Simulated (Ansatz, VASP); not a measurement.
HgTe (Coloradoite) in VASP and in Ansatz

```
Hg Te
1.0
     0.00000    3.21450    3.21450
     3.21450    0.00000    3.21450
     3.21450    3.21450    0.00000
Hg Te
1 1
Cartesian
  0.0000 0.0000 0.0000
  4.8217 4.8217 4.8217
```

Alike in both runs: task band structure; functional PBE; k mesh 7 × 7 × 7; occupations fermi-dirac, width 0.05 eV; no spin polarisation.

```csv
,VASP,Ansatz
version,VASP 6.6.1,Ansatz 0.2.0
potentials or method,"VASP PAW PBE potentials, release 64 (Hg_sv_GW, Te_GW)",Ansatz PAW
plane-wave cutoff (eV),600,420
valence electrons in the cell,26,36
```

VASP gave:

- gap on the k mesh at the Fermi level (eV): none
- pressure (GPa): 4.5

Q: What did Ansatz give for the same quantities?

A: gap on the k mesh at the Fermi level (eV): none; pressure (GPa): 4.6.

A gap of «none» marks a metal or a gap that the smearing closes. The two sets of potentials don't hold the same shells in valence.

Caveats: spin-orbit coupling is left out, which moves the levels of the heavy elements.
